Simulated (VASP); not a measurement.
# VASP inputs for BP (strained zincblende)

INCAR

```
ENCUT = 520
LWAVE = .FALSE.
ISMEAR = -1
IBRION = -1
PREC = Accurate
NBANDS = 11
EDIFF = 1E-7
LREAL = .FALSE.
NSW = 0
LASPH = .TRUE.
NELM = 120
ISIF = 2
SIGMA = 0.02
LCHARG = .FALSE.
GGA = PE
```

KPOINTS

```
KPOINTS created by Atomic Simulation Environment
0
Gamma
10 10 10
0 0 0
```

KPOINTS_OPT

```
special points
7
Reciprocal
0.0000000000 0.0000000000 0.0000000000 1
-0.5000000000 -0.5000000000 0.0000000000 1
-0.3750000000 -0.3750000000 0.2500000000 1
-0.3750000000 0.0000000000 0.3750000000 1
0.0000000000 0.0000000000 0.5000000000 1
-0.5000000000 -0.2500000000 0.2500000000 1
0.0000000000 0.4348960000 0.4348960000 1
```

POSCAR

```
B  P
 1.0000000000000000
     0.0000000000000000    2.1775830422000002    2.1775830422000002
     2.1775830422000002    0.0000000000000000    2.1775830422000002
     2.1775830422000002    2.1775830422000002    0.0000000000000000
 B   P
   1   1
Cartesian
  0.0000000000000000  0.0000000000000000  0.0000000000000000
  1.0887915211000003  1.0887915211000003  1.0887915211000003
```

VASP ran with the recommended PBE PAW datasets (8 valence electrons in the cell).

Problem. Estimate the main results of this run.

Solution. gap between bands v and c 1.04 eV; least direct gap 3.62 eV; pressure 26.6 GPa.

Band v is the last that the valence electrons fill when counted band by band, and c is the next. Levels in eV from the top of v:

| point | v−1 | v | c | c+1 |
| --- | --- | --- | --- | --- |
| Γ | 0.00 | 0.00 | 3.62 | 3.62 |
| X | -4.57 | -4.57 | 1.07 | 1.55 |
| K | -7.04 | -3.88 | 2.02 | 6.29 |
| L | -1.90 | -1.90 | 4.55 | 4.79 |
| W | -6.41 | -6.21 | 5.31 | 7.07 |
